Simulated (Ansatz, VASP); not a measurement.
**Ba: VASP beside Ansatz**

```
Ba
1.0
    -2.35455    2.35455    2.35455
     2.35455   -2.35455    2.35455
     2.35455    2.35455   -2.35455
Ba
1
Direct
  0.00000 0.00000 0.00000
```

Change from the starting cell: volume scaled by 0.9, PAW files.

Alike in both runs: task single point; functional PBEsol; k mesh 11 × 11 × 11; occupations fermi-dirac, width 0.08 eV; no spin polarisation.

|  | VASP | Ansatz |
| --- | --- | --- |
| version | VASP 6.6.1 | Ansatz 0.2.0 |
| potentials or method | VASP PAW PBE potentials, release 64 (Ba_sv) | PAW with Ansatz's default frozen-core files, scalar-relativistic |
| plane-wave cutoff (eV) | 520 | 420 |
| valence electrons in the cell | 10 | 10 |

```tsv
	VASP	Ansatz	Ansatz less VASP
pressure (GPa)	1.3	1.1	-0.15
```

The functional is the same, so the differences come from potentials, cutoffs and numerics.

Caveats: the PAW data sets were made with another functional, which shifts forces and pressure a little (VASP). Spin-orbit coupling is left out, which matters for the levels of Ba.
